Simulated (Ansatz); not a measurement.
# CuAu: the cost of one run

Program: Ansatz 0.2.0. Level of theory: DFT PBE, scalar-relativistic, plane waves, PAW. These are calculated values, not measurements.

1 further run of the same task is left out (set aside as unsound or not needed).

## Step 1: The starting structure

It takes space group P4/mmm (No. 123, tetragonal). Conventional cell: a = 2.800 Å, b = 2.800 Å, c = 3.670 Å, α = 90.00°, β = 90.00°, γ = 90.00°. Around Cu (site symmetry 4/mmm) lie 8 Au at 2.70 Å and 4 Cu at 2.80 Å. Au (site symmetry 4/mmm) is surrounded by 8 Cu at 2.70 Å and 4 Au at 2.80 Å.

Coordinates:

```
CELL_PARAMETERS angstrom
2.80000 0.00000 0.00000
0.00000 2.80000 0.00000
0.00000 0.00000 3.67000
ATOMIC_POSITIONS crystal
Cu 0.50000 0.50000 0.50000
Au 0.00000 0.00000 0.00000
```

The structure comes from the Crystallography Open Database.

## Step 2: A change within the space group

Against the listed cell: strain xx, yy, zz, yz, xz, xy = -5.8, -5.8, +0.2, +0.0, +0.0, +0.0 %.

Input file input.yaml:

```yaml
crystal:
  lattice:
    - [2.637936, 0.0, 0.0]
    - [0.0, 2.637936, 0.0]
    - [0.0, 0.0, 3.6777804]
  atoms:
    - { symbol: Cu, position: [0.5, 0.5, 0.5] }
    - { symbol: Au, position: [0.0, 0.0, 0.0] }
basis:
  ecutwfc: 420
kpoints:
  mp_grid: { grid: [16, 16, 12] }
hamiltonian:
  xc: pbe
scf:
  occupations: { method: gaussian, width: 0.1 }
output:
  forces: true
  stress: true
  eigenvalues: true
  populations: true
```

**Question.** How long does this run take on 1 thread of an x86-64 CPU, shared host, and how much memory does it need?

About 4.4 s, with a peak of 0.45 GiB.
